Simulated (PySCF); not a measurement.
An unknown gives this computed stick spectrum. Method used: TDDFT CAM-B3LYP/aug-cc-pVTZ, vertical, gas phase, core orbitals frozen in the response (PySCF 2.14.0, density-fitted response routines). Geometries: PBE0-D3(BJ)/def2-TZVP, one conformer each.

```csv
state,ν̃ (cm⁻¹),f,"main configurations (H = HOMO, L = LUMO)"
S1,40010,0.0000,H→L (98%)
S2,48380,0.0002,H-2→L (98%)
S3,59940,0.148,"H-1→L (73%), H-3→L (9%), H→L+1 (8%)"
S4,61830,0.064,"H-3→L (81%), H-1→L (10%)"
S5,65680,0.020,H→L+1 (76%)
S6,69040,0.0003,H-1→L+1 (81%)
S7,72650,0.010,"H-3→L+1 (82%), H-3→L+4 (12%)"
S8,73530,0.086,"H-2→L+1 (67%), H→L+2 (13%)"
S9,76530,0.065,"H→L+2 (29%), H→L+6 (24%), H-2→L+1 (18%)"
S10,79750,0.0023,"H-1→L+2 (31%), H-1→L+6 (23%)"
```

Orbital energies (eV): HOMO-3 -12.62, HOMO-2 -12.08, HOMO-1 -11.60, HOMO -11.14, LUMO -0.92, LUMO+1 -0.07, LUMO+2 1.60.

Task: Which structure fits?
A. `c1c[nH]cn1`
B. `COC=O`
C. `O=[N+]([O-])O`

Result: C. Its S1, at 4.96 eV, is the lowest among the candidates; the nearest of the others has S1 at 5.57 eV. S1 is HOMO→LUMO (98%). Löwdin shares by element: HOMO oxygen 85%, nitrogen 14%; LUMO oxygen 63%, nitrogen 36%. At the same level the other candidates give, for their lowest levels:
- `COC=O`: 5.90 eV (f 0.002); 7.66 eV (f 0.004); 8.14 eV (f 0.105); 8.19 eV (f 0.015); 8.21 eV (f 0.045); T1 5.35 eV; HOMO -9.91, LUMO 0.26 eV
- `c1c[nH]cn1`: 5.57 eV (f 0.001); 6.34 eV (f 0.027); 6.42 eV (f 0.164); 6.59 eV (f 0.001); 6.74 eV (f 0.004); T1 4.58 eV; HOMO -8.04, LUMO 0.01 eV

The values belong to the conformer `[O:1]=[N+:2]([O-:3])[OH:4]`: H–O4–N2–O1 0°.
Triplets come from the Tamm–Dancoff approximation.
